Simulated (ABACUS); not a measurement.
O under changes of volume

One of the cells (11.066 Å³/atom); the others are scaled copies at fixed shape and fractional positions:

```xyz
2
Lattice="0.0000 1.8899 3.8988 1.5018 0.0000 3.8988 1.5018 1.8899 0.0000" Properties=species:S:1:pos:R:3 pbc="T T T"
O     1.5018    1.8899    4.5141
O     1.5018    1.8899    3.2836
```

```yaml
Program: ABACUS 3.10.1
Functional: PBE
Potentials_or_basis: PseudoDojo NC SR 0.4.1 PBE standard
Cutoff: 1361 eV
Density_cutoff: 5442 eV
Basis: DZP LCAO (the cutoffs set its grid)
k_mesh: 12 × 12 × 12
Occupations: fermi-dirac, width 0.05 eV
Spin: no spin polarisation
```

```tsv
volume (Å³/atom)	energy over the lowest point (meV/atom)	pressure (GPa)	largest force (eV/Å)
10.402	?	?	?
10.623	16.95	7.8	2.098
10.844	7.99	5.2	1.495
11.066	2.46	2.9	0.932
11.287	0.00	0.8	0.404
11.508	0.33	-1.1	0.090
11.730	3.19	-2.9	0.554
```

What does the run at 10.402 Å³/atom give?

Energy over the lowest point 29.67 meV/atom; pressure 10.7 GPa; largest force 2.743 eV/Å.

Worked out: A Birch-Murnaghan fit of order 3 (a polynomial in V^(-2/3)) to the other rows has its minimum at 11.37 Å³/atom with B0 = V·E''(V) = 100 GPa and B' = 4.3 at fixed shape and positions, which overstates the stiffness. It gives 29.68 meV/atom at 10.402 Å³/atom, against the run's 29.67, and -dE/dV = 10.7 GPa, against 10.7.

Energies are extrapolated to zero smearing.

Caveats: the atomic orbitals were generated for these runs and aren't a published set; spin is off for a triplet molecule; the basis of atomic orbitals isn't converged, which shifts pressures, moduli and gaps; forces of over 1 eV/Å show positions far from the minimum, so gaps and moduli don't describe the material at rest (some runs).
